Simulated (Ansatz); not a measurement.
# InSe, space group R3m: a relaxation of cell and ions

Program: the Ansatz DFT code, driven from Python.

Notebook, run cell by cell (the value of a cell's last expression is shown):

**Cell 1**
```python
import json

import ansatz as az
from ase import Atoms
from ase.data import atomic_numbers
from ase.io import write
import matplotlib.pyplot as plt
import numpy as np
from pymatgen.core import Structure
import spglib

def edges_and_angles(cell):
    cell = np.asarray(cell)
    a, b, c = np.linalg.norm(cell, axis=1)
    cosines = cell[1] @ cell[2] / (b * c), cell[0] @ cell[2] / (a * c), cell[0] @ cell[1] / (a * b)
    return (a, b, c, *np.degrees(np.arccos(cosines)))
```

**Cell 2**
```python
lattice = az.Lattice.of(
    (2.0, 1.15470054, 8.44),
    (-2.0, 1.15470054, 8.44),
    (0.0, -2.30940108, 8.44),
)
sites = [
    ('In', (0.0, 0.0, 0.0)),
    ('In', (0.1114, 0.1114, 0.1114)),
    ('Se', (0.6165, 0.6165, 0.6165)),
    ('Se', (0.8281, 0.8281, 0.8281)),
]
system = az.Crystal(lattice=lattice)
for symbol, position in sites:
    system = system.atom(symbol, position)
```

**Cell 3**
```python
# only the volume may change
calculation = (
    system.calculation()
    .functional('pbesol')
    .basis(550)  # cutoff of the orbital basis
    .kpoints(6)
    .occupations('fixed')  # whole-number filling, right only where there is a gap
    .relax(fix_cell=['shape'])
)
result = calculation.run(threads=1, pin='off', events_out='events.ndjson')
with open('events.ndjson') as stream:
    events = [json.loads(line) for line in stream]
steps = [e['data'] for e in events if e['event'] == 'relax_step']
summary = result.report
```

**Cell 4**
```python
summary['kweights']
```
Output:
```text
[0.004629629629629629, 0.027777777777777776, 0.027777777777777776, 0.013888888888888888,
 0.027777777777777776, 0.05555555555555555, 0.05555555555555555, 0.05555555555555555,
 0.027777777777777776, 0.027777777777777776, 0.05555555555555555, 0.027777777777777776,
 0.013888888888888888, 0.009259259259259259, 0.027777777777777776, 0.027777777777777776,
 0.027777777777777776, 0.027777777777777776, 0.027777777777777776, 0.05555555555555555,
 0.05555555555555555, 0.05555555555555555, 0.027777777777777776, 0.05555555555555555,
 0.027777777777777776, 0.027777777777777776, 0.009259259259259259, 0.027777777777777776,
 0.027777777777777776, 0.027777777777777776, 0.027777777777777776, 0.004629629629629629]
```

**Cell 5**
```python
summary['converged'], summary['free_energy_ev']
```
Output:
```text
(True, -21901.157802599824)
```

**Cell 6**
```python
print('step   energy (eV)     max comp. (eV/A)   P (GPa)  SCF')
for s in steps:
    print(f'{s["step"]:4d} {s["lagrangian_ev"]:15.5f} {s["allowed_force_max_ev_ang"]:12.4f} {s["pressure_gpa"]:10.3f} {s["n_scf"]:5d}')
```
Output:
```text
step   energy (eV)     max comp. (eV/A)   P (GPa)  SCF
   1    -21901.15164       0.2981      0.182     7
   2    -21901.10484       0.9180      0.611     7
   3    -21901.15758       0.0363     -0.054    11
   4    -21901.15778       0.0099     -0.036     6
   5    -21901.15780       0.0099     -0.036     6
```

**Cell 7**
```python
first, last = steps[0], steps[-1]
symbols = [site.symbol for site in result.lattice.sites]
print(f'energy gained {first["lagrangian_ev"] - last["lagrangian_ev"]:.4f} eV in {len(steps) - 1} steps')
for label, vectors in (('before', first['cell_ang']), ('after', result.lattice.cell_ang)):
    print(label, 'a b c (A) {:.4f} {:.4f} {:.4f}  angles {:.2f} {:.2f} {:.2f}'.format(*edges_and_angles(vectors)), f' V = {abs(np.linalg.det(vectors)):.3f} A^3')
print('final stress xx yy zz (GPa, compression positive):', np.round(np.diag(summary['stress_gpa']), 3) + 0.0)
```
Output:
```text
energy gained 0.0062 eV in 4 steps
before a b c (A) 8.7503 8.7503 8.7503  angles 26.43 26.43 26.43  V = 116.948 A^3
after a b c (A) 8.7741 8.7741 8.7741  angles 26.43 26.43 26.43  V = 117.908 A^3
final stress xx yy zz (GPa, compression positive): [-0.014 -0.014 -0.08 ]
```

**Cell 8**
```python
fig, (top, bottom) = plt.subplots(2, 1, sharex=True, figsize=(4.5, 4))
top.plot([s['lagrangian_ev'] - last['lagrangian_ev'] for s in steps], 'o-')
top.set_ylabel('E - E(final) (eV)')
bottom.semilogy([max(s['allowed_force_max_ev_ang'], 1e-6) for s in steps], 's-')
bottom.set(xlabel='step', ylabel='largest force (eV/A)')
fig.tight_layout()
fig.savefig('relax.png', dpi=100)
```

**Cell 9**
```python
relaxed = Atoms(symbols, positions=[site.position_ang for site in result.lattice.sites], cell=result.lattice.cell_ang, pbc=True)
write('relaxed.cif', relaxed, format='cif')
```

**Cell 10**
```python
fractions = [site.position_frac for site in result.lattice.sites]
numbers = [atomic_numbers[s] for s in symbols]
for tolerance in (1e-3, 1e-2, 1e-1):
    print(f'space group at {tolerance} A:', spglib.get_spacegroup((result.lattice.cell_ang, fractions, numbers), symprec=tolerance))
```
Output:
```text
space group at 0.001 A: R3m (160)
space group at 0.01 A: R3m (160)
space group at 0.1 A: R3m (160)
```

**Cell 11**
```python
print('%-22s %14.5f eV' % ('F = E - TS', summary['free_energy_ev']))
print('%-22s %14.5f eV' % ('E', summary['internal_energy_ev']))
print('%-22s %14.5f eV' % ('Harris-Foulkes', summary['harris_foulkes_ev']))
print('%-22s %14.5f eV' % ('Fermi level', summary['fermi_energy_ev']))
```
Output:
```text
F = E - TS               -21901.15780 eV
E                        -21901.15780 eV
Harris-Foulkes           -21901.15780 eV
Fermi level                   7.01021 eV
```

**Cell 12**
```python
print('energy terms (eV)')
for term, value in summary['components'].items():
    if abs(value) > 1e-9:
        print(f'  {term:26s} {value:16.5f}')
```
Output:
```text
energy terms (eV)
  e_band                           -926.68872
  e_kinetic                         723.30118
  e_local                         -7952.66948
  e_nonlocal                       -448.52316
  e_hartree                        3658.47991
  e_xc                             -632.91265
  e_vxc                            -394.99493
  e_paw                          -11904.17895
  e_vpaw                           -170.76173
  e_augmentation_tail                -0.00042
  e_ewald                         -5347.14293
  e_core_change                       2.48871
```

**Cell 13**
```python
final = Structure(result.lattice.cell_ang, [s.symbol for s in result.lattice.sites], [s.position_frac for s in result.lattice.sites])
# count neighbours out to a fixed multiple of the shortest distance
for index, (site, neighbours) in enumerate(zip(final, final.get_all_neighbors(5.5))):
    first = min(n.nn_distance for n in neighbours)
    shell = [n for n in neighbours if n.nn_distance < 1.15 * first]
    mean = sum(n.nn_distance for n in shell) / len(shell)
    print(f'atom {index} {site.specie.symbol}: {len(shell)} neighbours within 1.15 of the shortest distance, mean {mean:.3f} A')
```
Output:
```text
atom 0 In: 4 neighbours within 1.15 of the shortest distance, mean 2.677 A
atom 1 In: 4 neighbours within 1.15 of the shortest distance, mean 2.677 A
atom 2 Se: 3 neighbours within 1.15 of the shortest distance, mean 2.644 A
atom 3 Se: 3 neighbours within 1.15 of the shortest distance, mean 2.644 A
```

`relaxed.cif`, as written:
```cif
data_image0
_chemical_formula_structural       In2Se2
_chemical_formula_sum              "In2 Se2"
_cell_length_a       8.774126146446076
_cell_length_b       8.774126146446076
_cell_length_c       8.774126146446076
_cell_angle_alpha    26.42518182016506
_cell_angle_beta     26.42518182016506
_cell_angle_gamma    26.42518182016506

_space_group_name_H-M_alt    "P 1"
_space_group_IT_number       1

loop_
  _space_group_symop_operation_xyz
  'x, y, z'

loop_
  _atom_site_type_symbol
  _atom_site_label
  _atom_site_symmetry_multiplicity
  _atom_site_fract_x
  _atom_site_fract_y
  _atom_site_fract_z
  _atom_site_occupancy
  In  In1       1.0  0.0009500642246440532  0.0009500642246440531  0.0009500642246440521  1.0000
  In  In2       1.0  0.11039084617736275  0.11039084617736276  0.11039084617736275  1.0000
  Se  Se1       1.0  0.6173824044840617  0.6173824044840617  0.6173824044840616  1.0000
  Se  Se2       1.0  0.8272766851139316  0.8272766851139316  0.8272766851139315  1.0000
```

Caveats:
- Total energies depend on the potentials; only differences at equal settings carry meaning. A total without «per atom» is that of the cell as typed.
- The energy terms are those on the plane-wave grid, with the one-centre PAW part apart; e_band, e_vxc and e_vpaw aren't summands of the total.
- The Fermi level of a run with fixed occupations marks the highest occupied state on its mesh, not mid-gap.
- Only differences from the Fermi energy are physical; the zero of the scale is a convention.
- Energies along a relaxation are free energies. Rows at an unchanged volume are solved on a plane-wave basis chosen afresh for that cell, so the energy jumps there and such rows are no steps of the walk.
- Edges and angles are those of the cell as typed, here a primitive one, not of the conventional cell.
- Of the deposited cell: the entry's cell lengths or inner coordinates differ somewhat from later room-temperature determinations.
- The structure is a deposited one; some such entries were measured under pressure or heat, so a shift against it needn't be the functional's error alone.
- Levels are Kohn-Sham eigenvalues on this mesh, without spin-orbit coupling.
- It ran for 56 s on 1 thread of AMD EPYC 7R32 (Zen 2), on a shared host, peak memory 0.65 GiB.
